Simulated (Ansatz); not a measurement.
# La2O3 (P-3m1) in Ansatz: a series of runs

The runs below take La2O3 through dielectric tensor, electric field gradients, with PBE.

Program: Ansatz 0.2.0. These are calculated values, not measurements. Logs are shortened: lines on timing, memory, paths and dates and some standing lists are left out, and cuts for length are marked.

## (1) The structure

It takes space group P-3m1 (No. 164, trigonal). The conventional cell has a = 3.931 Å, b = 3.931 Å, c = 6.112 Å, α = 90.00°, β = 90.00°, γ = 120.00°. La (site symmetry 3m) is surrounded by 4 O at 2.36 to 2.44 Å. O (site symmetry -3m) is surrounded by 6 La at 2.72 Å. Around O (site symmetry 3m) lie 4 La at 2.36 to 2.44 Å.

The cell is a database's computed one.

## (2) Dielectric tensor, PBE

The input, input.yaml:

```yaml
crystal:
  lattice:
    - [3.930777878, 0.0, 0.0]
    - [-1.965388939, 3.404153499, 0.0]
    - [0.0, 0.0, 6.11195352]
  atoms:
    - { symbol: La, position: [0.3333333333, 0.6666666667, 0.24623568] }
    - { symbol: La, position: [0.6666666667, 0.3333333333, 0.75376432] }
    - { symbol: O, position: [0.0, 0.0, 0.0] }
    - { symbol: O, position: [0.3333333333, 0.6666666667, 0.64589065] }
    - { symbol: O, position: [0.6666666667, 0.3333333333, 0.35410935] }
kpoints:
  mp_grid: { grid: [8, 8, 5] }
scf:
  occupations: { method: fixed }
hamiltonian:
  xc: pbe
  pseudopotentials: { kind: all_electron, datasets: crystal }
output: {}
dielectric: {}
```

Potentials or basis: all-electron PAW datasets made for the crystal.

On the command line:

```console
$ ansatz run input.yaml --threads 4 --pin off --max-ram 14336MiB --backend cpu --events-out ev --progress --plain --runs-dir out
```

Log:

```text
Warning: RAYON_NUM_THREADS=4 ignored (pool sized by the plan → 4); use --threads N
hamiltonian.pseudopotentials.datasets: crystal makes datasets for this crystal and solves the spheres of its atoms anew in each pass: cutoff 520.0 eV, the density's 2080.0 eV; for an error of 0.50 meV an atom under PBE, 2.5 meV for the cell; an energy difference from a run of another recipe may be off by several times the error for the cell, under r2SCAN by more, where some 0.1 meV an atom stays at smaller errors; in a run that uses the all-electron wave functions in the spheres, carries its plane waves along with the cell (elastic.basis: deformed) or is on a recipe of such a run or, without exact exchange, of a hybrid, they include no finite-basis correction of the energy (for plane waves above the cutoff): energies differ from those of runs with it by up to 1.1 meV an atom at a dataset_error of 0.2 meV (4 under r2SCAN), and by more at a larger error or with an open f shell (one dataset_recipe, of a run without it, keeps both alike, but for a hybrid, which always has it); O in spheres of 0.990 Å, 6 of its electrons in bands; La in spheres of 1.365 Å, 11 of its electrons in bands
Engine: ansatz 0.2.0, aarch64-unknown-linux-gnu
Pseudopotentials: kind: all_electron
Pseudopotential: La, paw, valence charge 11, recommended cutoff 520 eV (normal), crystal/all_electron/pbe/scalar/gaussian/La, Koelling and Harmon's equation, gaussian nucleus
Pseudopotential: O, paw, valence charge 6, recommended cutoff 520 eV (normal), crystal/all_electron/pbe/scalar/gaussian/O, Koelling and Harmon's equation, gaussian nucleus
Functional definition: PBE
  parameter kappa = 0.804
  parameter beta = 0.06672455060314922
  exchange = pbe_x(kappa = kappa, mu = beta*pi^2/3)
  correlation = pbe_c(beta = beta)
davidson cushion auto → on  (no smearing: the cushion is to keep the highest requested band from converging to the state above it; pin scf.eigensolver.cushion to override)
Crystal: 5 atoms, lattice volume = 81.784 Å³
Basis set: ecut = 520 eV, 2225 PW (Γ), exchange–correlation on 60×60×96 points (8 copies of the dense FFT grid, shifted against one another)
Bands: 25, of which v1, the nominal top of the filled ones, is band 20 counted from 1 (19 counted from 0)
Symmetry: 12 space group operations
k-points: 93 of 320 (irreducible under 2 space group operations, time reversal used)
Non-local potential: La, projectors of the file, l = 0: 2, l = 1: 2, l = 2: 1, l = 3: 2
Non-local potential: O, projectors of the file, l = 0: 1, l = 1: 2
PAW form: soft (Blöchl's): semilocal exchange-correlation on the pseudo side does not see the compensation charge
PAW one-centre angular grid: La, 590 points (default); XC on its mesh's 1847 points in the sphere
PAW one-centre angular grid: O, 110 points (default); XC on its mesh's 1941 points in the sphere
Initial density: superposition of atomic densities (neutral atoms: chi_scale 0, normalization atom)
Initial wavefunctions: pseudopotential atomic-orbital guess
Functional: x = pbe(κ = 0.804, μ = 0.2195149727645171), c = pbe(β = 0.06672455060314922)
iter 1 solved again at ethr=5.86e-2 eV; its pass at ethr=1.00e-1 eV (dr2=2.35e1 eV) is discarded
SCF iter   1: F=—  HF=-468376.703003 eV  |F-HF|=—  |Δ(HF+E_count)|=         —  Δρ=1.57e-1  dr2=2.33e1  ethr=5.86e-2  ⟨swp⟩=2.2  Hψ=13670  notcnv=0
preconditioner: auto → Resta (q_TF=auto, 2.422 Å⁻¹)  ε∞=4.0  [insulator: Δε(μ)=6.120 eV  Ē_g=14.323 eV  n_scr=22 (ndim 8)  ℏωp=24.6 eV  f_vac=0.000  ε∞_Penn≈4.0]
iter 2 solved again at ethr=3.80e-3 eV; its pass at ethr=5.82e-2 eV (dr2=1.52e0 eV) is discarded
SCF iter   2: F=—  HF=-468371.557843 eV  |F-HF|=—  |Δ(HF+E_count)|=    5.15e0  Δρ=6.41e-2  dr2=1.68e0  ethr=3.80e-3  ⟨swp⟩=5.8  Hψ=13322  notcnv=0  defer=113
SCF iter   3: F=—  HF=-468371.150762 eV  |F-HF|=—  |Δ(HF+E_count)|=   4.07e-1  Δρ=2.43e-2  dr2=4.88e-1  ethr=3.80e-3  ⟨swp⟩=4.3  Hψ=6394  notcnv=0  defer=33
SCF iter   4: F=—  HF=-468371.118535 eV  |F-HF|=—  |Δ(HF+E_count)|=   3.22e-2  Δρ=1.28e-2  dr2=1.19e-1  ethr=1.22e-3  ⟨swp⟩=4.0  Hψ=5807  notcnv=0  defer=36
SCF iter   5: F=—  HF=-468371.102045 eV  |F-HF|=—  |Δ(HF+E_count)|=   1.65e-2  Δρ=2.66e-3  dr2=7.83e-3  ethr=2.98e-4  ⟨swp⟩=5.1  Hψ=7742  notcnv=0  defer=42
SCF iter   6: F=—  HF=-468371.109489 eV  |F-HF|=—  |Δ(HF+E_count)|=   7.44e-3  Δρ=1.16e-3  dr2=1.27e-3  ethr=1.96e-5  ⟨swp⟩=5.6  Hψ=7511  notcnv=0  defer=50
[... 22 lines left out ...]
--- Per-component energies (eV) ---
  E_band       = 104.111490
  E_kinetic    = 867.910400
  E_local      = -1038.780199  (includes V_loc(G=0)·N_el)
  E_nonlocal   = -106.184622
  E_hartree    = 561.925581
  E_xc         = -467.637693
  E_vxc        = -596.464701  (∫ρ·V_xc dr)
  E_paw        = -469155.013267  (= ΣΔE_a)
  E_vpaw       = -3777.331853  (= ΣTr[D̂ρ^β])
  E_ewald      = -2664.442448
  E_smearing   = -0.000000  (= −TS)
  E_closure    = 3631.111504  (closes the sum)
  Σ components = -468371.110744   (vs F -468371.110744, Δ=0.00e0)
  The terms above E_closure are by the made datasets' own strengths, without shells solved beside the bands.
--- Band table (eV; the first three rows and the last of 93) ---
  k-point 0: bands = ["-17.3394", "-17.0947", "-4.4665", "-3.2224", "-2.7670", "-0.8001", "-0.8001", "-0.5658", "-0.5658", "-0.4685", "0.2702", "10.0910", "10.0910", "10.2740", "10.2740", "10.3942", "10.8135", "12.0902", "12.0902", "12.3522", "16.7583", "17.0460", "17.0460", "17.6243", "17.7808"]
  k-point 1: bands = ["-17.3172", "-17.1186", "-4.4079", "-3.2210", "-2.8757", "-0.7804", "-0.7804", "-0.5862", "-0.5862", "-0.3948", "0.2661", "9.9209", "9.9209", "10.1255", "10.4352", "10.4352", "11.0934", "12.1207", "12.1207", "12.1492", "16.8516", "17.0894", "17.0894", "17.6456", "17.7343"]
  k-point 2: bands = ["-17.2592", "-17.1793", "-4.2949", "-3.2481", "-3.0310", "-0.7337", "-0.7337", "-0.6340", "-0.6340", "-0.2837", "0.2578", "9.7776", "9.7776", "9.9009", "10.5595", "10.5595", "11.3889", "11.7811", "12.1769", "12.1769", "17.0550", "17.1540", "17.1540", "17.4578", "17.7960"]
  k-point 92: bands = ["-17.0988", "-17.0714", "-4.8453", "-4.6923", "-3.1020", "-1.2324", "-1.0247", "-0.7888", "-0.4433", "0.6046", "0.7791", "10.0453", "10.3392", "10.6368", "10.9188", "11.1900", "11.8020", "11.8824", "12.1465", "12.4409", "16.8273", "17.1927", "17.2114", "17.6040", "17.6624"]
--- Dielectric response (ions clamped): 2 representative field directions + reference, on 93 of 320 k-points (Σ response iterations 21) ---
  k mesh reduced under 2 symmetry operations, with k and −k counted as one. Each operation leaves every solved perturbation unchanged. A smaller set is not considered because the run solves the response to a homogeneous field
  ε∞ (high-frequency dielectric tensor):
        4.830100     0.000000     0.000000
        0.000000     4.830100     0.000000
        0.000000     0.000000     4.730045
  Born effective charges Z* (e; rows j = field, columns β = displacement):
    site 0:
         4.22304    0.00000    0.00000
         0.00000    4.22304    0.00000
         0.00000    0.00000    3.84069
    site 1:
         4.22304    0.00000    0.00000
         0.00000    4.22304    0.00000
         0.00000    0.00000    3.84069
    site 2:
        -2.71639   -0.00000   -0.00000
        -0.00000   -2.71639   -0.00000
        -0.00000    0.00000   -2.58847
    site 3:
        -2.86485    0.00000   -0.00000
         0.00000   -2.86485    0.00000
        -0.00000    0.00000   -2.54646
    site 4:
        -2.86485    0.00000   -0.00000
         0.00000   -2.86485    0.00000
        -0.00000    0.00000   -2.54646
  Z* charge neutrality: 6.944e-6 e pre-enforcement
  k-mesh period / interband length: 30.6 Å / 1.28 Å = 23.93 at k = (0.0000, 0.0000, 0.0000), direct gap 4.406 eV — 14 or more, which is no proof of convergence
```

Wall time 2.3 min (4 threads of Arm Neoverse V1, shared host); peak memory 2.1 GiB.

What came out:

```yaml
Free_energy: -468371.1107 eV
Band_gap_on_the_k_mesh: 3.88 eV, indirect (least direct gap 4.06 eV)
Electronic_dielectric_tensor_diagonal: 4.83, 4.83, 4.73
Born_charges_mean_of_the_diagonal: La +4.10; O -2.67, -2.76 e
```

Levels at points of the mesh, in eV from the valence-band top:
| k point | band 18 | band 19 | band 20 | band 21 | band 22 | band 23 |
| --- | --- | --- | --- | --- | --- | --- |
| (0.00, 0.00, 0.00) | -0.35 | -0.35 | -0.09 | 4.32 | 4.61 | 4.61 |
| (0.00, -0.50, 0.00) | -0.63 | -0.38 | -0.27 | 3.88 | 4.70 | 5.14 |
| (-0.50, 0.00, 0.00) | -0.63 | -0.38 | -0.27 | 3.88 | 4.70 | 5.14 |

Electronic dielectric tensor:
```
4.83 0.00 0.00
0.00 4.83 0.00
0.00 0.00 4.73
```

Born effective charge tensors (e):
atom 1, La
```
4.22 0.00 0.00
0.00 4.22 0.00
0.00 0.00 3.84
```
atom 2, La
```
4.22 0.00 0.00
0.00 4.22 0.00
0.00 0.00 3.84
```
atom 3, O
```
-2.72  0.00  0.00
 0.00 -2.72  0.00
 0.00  0.00 -2.59
```
atom 4, O
```
-2.86  0.00  0.00
 0.00 -2.86  0.00
 0.00  0.00 -2.55
```
atom 5, O
```
-2.86  0.00  0.00
 0.00 -2.86  0.00
 0.00  0.00 -2.55
```

Caveat: spin-orbit coupling is left out, which moves the levels of the heavy elements; an odd mesh through Γ misses points on the zone boundary, where band edges often lie.

## (3) Electric field gradients, PBE

Edit input.yaml of step 2 so:

```diff
@@ -14,3 +14,3 @@
 scf:
-  occupations: { method: fixed }
+  occupations: { method: fermi_dirac, width: 0.05 }
 hamiltonian:
@@ -18,3 +18,8 @@
   pseudopotentials: { kind: all_electron, datasets: crystal }
-output: {}
-dielectric: {}
+output:
+  forces: true
+  stress: true
+  eigenvalues: true
+  efg: {}
+  elf: true
+  volumetric_format: npy
```

Potentials or basis: all-electron PAW datasets made for the crystal.

On the command line:

```console
$ ansatz run input.yaml --threads 4 --pin off --max-ram 14336MiB --backend cpu --events-out ev --progress --plain --runs-dir out
```

Log:

```text
Warning: RAYON_NUM_THREADS=4 ignored (pool sized by the plan → 4); use --threads N
hamiltonian.pseudopotentials.datasets: crystal makes datasets for this crystal and solves the spheres of its atoms anew in each pass: cutoff 460.0 eV, the density's 1840.0 eV; for an error of 0.50 meV an atom under PBE, 2.5 meV for the cell; an energy difference from a run of another recipe may be off by several times the error for the cell, under r2SCAN by more, where some 0.1 meV an atom stays at smaller errors; O in spheres of 0.990 Å, 6 of its electrons in bands; La in spheres of 1.365 Å, 11 of its electrons in bands
La: output.efg is read without spin–orbit coupling, which moves field gradients at and beside such atoms by some per cent and up to a factor of two; PAW files take it under magnetization.noncollinear and magnetization.spin_orbit
[... 2 set-up lines as earlier in the session ...]
Pseudopotential: La, paw, valence charge 11, recommended cutoff 460 eV (normal), crystal/all_electron/pbe/scalar/gaussian/La, Koelling and Harmon's equation, gaussian nucleus
Pseudopotential: O, paw, valence charge 6, recommended cutoff 460 eV (normal), crystal/all_electron/pbe/scalar/gaussian/O, Koelling and Harmon's equation, gaussian nucleus
[... 5 set-up lines as earlier in the session ...]
Crystal: 5 atoms, lattice volume = 81.784 Å³
Basis set: ecut = 460 eV, 1797 PW (Γ), exchange–correlation on 60×60×90 points (8 copies of the dense FFT grid, shifted against one another)
Bands: 25, of which v1, the nominal top of the filled ones, is band 20 counted from 1 (19 counted from 0)
[... 1 set-up line as earlier in the session ...]
Space group: P-3m1 (ITA 164), of the structure as read, at distance tolerance 4.3e-5 Å
k-points: 40 of 320
[... 8 set-up lines as earlier in the session ...]
iter 1 solved again at ethr=5.85e-2 eV; its pass at ethr=1.00e-1 eV (dr2=2.34e1 eV) is discarded
SCF iter   1: F=—  HF=-468376.698094 eV  |F-HF|=—  |Δ(HF+E_count)|=         —  Δρ=1.57e-1  dr2=2.33e1  ethr=5.85e-2  ⟨swp⟩=2.0  Hψ=5496  notcnv=0
[... 23 lines left out ...]
In the spheres:  the bands' charges fall short by 2.6e-6 e at most (sound up to 1e-3)
Fermi energy:    14.416152 eV
--- Per-component energies (eV) ---
  E_band       = 104.111548
  E_kinetic    = 867.910804
  E_local      = -1038.781825  (includes V_loc(G=0)·N_el)
  E_nonlocal   = -106.169921
  E_hartree    = 561.925425
  E_xc         = -467.637746
  E_vxc        = -596.464708  (∫ρ·V_xc dr)
  E_paw        = -469155.005462  (= ΣΔE_a)
  E_vpaw       = -3777.326465  (= ΣTr[D̂ρ^β])
  E_ewald      = -2664.442448
  E_smearing   = -0.000000  (= −TS)
  E_closure    = 3631.089830  (closes the sum)
  Σ components = -468371.111343   (vs F -468371.111343, Δ=0.00e0)
  The terms above E_closure are by the made datasets' own strengths, without shells solved beside the bands.
--- Forces (eV/Å), atoms counted from 1 ---
  atom   1  La     0.00000000    -0.00000000    -0.01643358
  atom   2  La    -0.00000000     0.00000000     0.01643358
  atom   3  O      0.00000000    -0.00000000     0.00000000
  atom   4  O     -0.00000000    -0.00000000     0.00764475
  atom   5  O      0.00000000     0.00000000    -0.00764475
  max |Σ_I F_I| component: 3.70e-32 eV/Å
--- Stress (GPa, compression-positive) ---
        1.824314      -0.000000      -0.000000
       -0.000000       1.824314       0.000000
       -0.000000       0.000000       2.088170
  P = ⅓ Tr σ = 1.9123 GPa (19.123 kbar)
--- PAW observables at the nuclei: V_zz in 10²¹ V/m², potentials from the cell's mean, atoms counted from 1 ---
  atom   1  La V_zz =   +11.318964   η = 0.0000   by run symmetry: allowed
            electrostatic potential = -9878.094362 V   contact ρ = 2246645.865070 e/Å³
  atom   2  La V_zz =   +11.318964   η = 0.0000   by run symmetry: allowed
            electrostatic potential = -9878.094362 V   contact ρ = 2246645.865070 e/Å³
  atom   3  O  V_zz =    -0.870725   η = 0.0000   by run symmetry: allowed
            electrostatic potential = -628.952299 V   contact ρ = 2158.607113 e/Å³
  atom   4  O  V_zz =    +0.814088   η = 0.0000   by run symmetry: allowed
            electrostatic potential = -628.796613 V   contact ρ = 2158.526636 e/Å³
  atom   5  O  V_zz =    +0.814088   η = 0.0000   by run symmetry: allowed
            electrostatic potential = -628.796613 V   contact ρ = 2158.526636 e/Å³
--- Band table (eV; the first three rows and the last of 40) ---
  k-point 0: bands = ["-17.3394", "-17.0947", "-4.4665", "-3.2225", "-2.7671", "-0.8000", "-0.8000", "-0.5657", "-0.5657", "-0.4684", "0.2703", "10.0910", "10.0910", "10.2740", "10.2740", "10.3942", "10.8134", "12.0902", "12.0902", "12.3522", "16.7577", "17.0455"]
  k-point 1: bands = ["-17.3171", "-17.1186", "-4.4079", "-3.2211", "-2.8758", "-0.7804", "-0.7804", "-0.5861", "-0.5861", "-0.3948", "0.2662", "9.9209", "9.9209", "10.1255", "10.4352", "10.4352", "11.0934", "12.1207", "12.1207", "12.1492", "16.8510", "17.0888"]
  k-point 2: bands = ["-17.2592", "-17.1792", "-4.2949", "-3.2481", "-3.0311", "-0.7337", "-0.7337", "-0.6339", "-0.6339", "-0.2837", "0.2579", "9.7776", "9.7776", "9.9009", "10.5595", "10.5595", "11.3889", "11.7810", "12.1768", "12.1768", "17.0542", "17.1533"]
  k-point 39: bands = ["-17.0764", "-17.0651", "-4.8775", "-4.7855", "-3.2080", "-1.3270", "-0.9082", "-0.8278", "-0.4233", "0.6523", "0.8175", "10.0074", "10.3984", "10.7836", "11.0080", "11.2334", "11.8434", "11.9626", "12.2874", "12.3019", "16.7045", "17.1593"]
```

Run time: 9.2 s. Hardware: 4 threads of Arm Neoverse V1, shared host; peak memory 0.91 GiB.

Results:

* Free energy: -468371.1113 eV
* Pressure: 1.9 GPa
* Largest force: 0.016 eV/Å
* Band gap on the k mesh: 3.88 eV, indirect (least direct gap 4.06 eV)

Forces in eV/Å, atoms in the order of the input:
```
La   0.000  0.000 -0.016
La   0.000  0.000  0.016
O    0.000  0.000  0.000
O    0.000  0.000  0.008
O    0.000  0.000 -0.008
```

Stress tensor (GPa, compression positive):
```
1.82 0.00 0.00
0.00 1.82 0.00
0.00 0.00 2.09
```

Caveat: spin-orbit coupling is left out, which moves the levels of the heavy elements; an odd mesh through Γ misses points on the zone boundary, where band edges often lie.
